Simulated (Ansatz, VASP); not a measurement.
## AlN: VASP beside Ansatz

INCAR

```
SYSTEM = AlN
ALGO = Normal
EDIFF = 1E-7
ENCUT = 520
GGA = PE
ISIF = 2
ISMEAR = 0
LASPH = .True.
LCHARG = .False.
LREAL = .False.
LWAVE = .False.
NBANDS = 16
NELM = 100
PREC = Accurate
SIGMA = 0.05
```

The input KPOINTS:

```
k-points
0
Gamma
  9 9 6
  0 0 0
```

The input POSCAR:

```
AlN
1.0
    3.2306000000      0.0000000000      0.0000000000
   -1.6153000000      2.7977816695      0.0000000000
    0.0000000000      0.0000000000      4.4388000000
Al N
2 2
Direct
    0.3333333333      0.6666666667      0.7500000000
    0.6666666667      0.3333333333      0.2500000000
    0.3333333333      0.6666666667      0.2500000000
    0.6666666667      0.3333333333      0.7500000000
```

Input for Ansatz:

```yaml
crystal:
  lattice:
    - [3.2306, 0.0, 0.0]
    - [-1.6153, 2.7977816695, 0.0]
    - [0.0, 0.0, 4.4388]
  atoms:
    - { symbol: Al, position: [0.3333333333, 0.6666666667, 0.75] }
    - { symbol: Al, position: [0.6666666667, 0.3333333333, 0.25] }
    - { symbol: "N", position: [0.3333333333, 0.6666666667, 0.25] }
    - { symbol: "N", position: [0.6666666667, 0.3333333333, 0.75] }
basis:
  ecutwfc: 520.0
kpoints:
  mp_grid: { grid: [9, 9, 6] }
hamiltonian:
  xc: pbe
  pseudopotentials: { kind: paw, azcp: { folder: soft_1 } }
scf:
  occupations: { method: gaussian, width: 0.05 }
output:
  forces: true
  stress: true
  eigenvalues: true
```

Alike in both runs: task single point; functional PBE; k mesh 9 × 9 × 6; occupations gaussian, width 0.05 eV; no spin polarisation.

|  | VASP | Ansatz |
| --- | --- | --- |
| version | VASP 6.6.1 | Ansatz 0.2.0 |
| potentials or method | VASP PAW PBE potentials, release 64 (Al, N) | scalar-relativistic, plane waves, PAW |
| plane-wave cutoff (eV) | 520 | 520 |
| valence electrons in the cell | 16 | 16 |

```tsv
	VASP	Ansatz	Ansatz less VASP
gap on the k mesh at the Fermi level (eV)	3.02	3.01	-0.011
least direct gap on the mesh (eV)	3.02	3.01	-0.011
pressure (GPa)	2.8	3.0	+0.18
largest component of the traceless stress (GPa)	8.89	8.97	+0.086
```
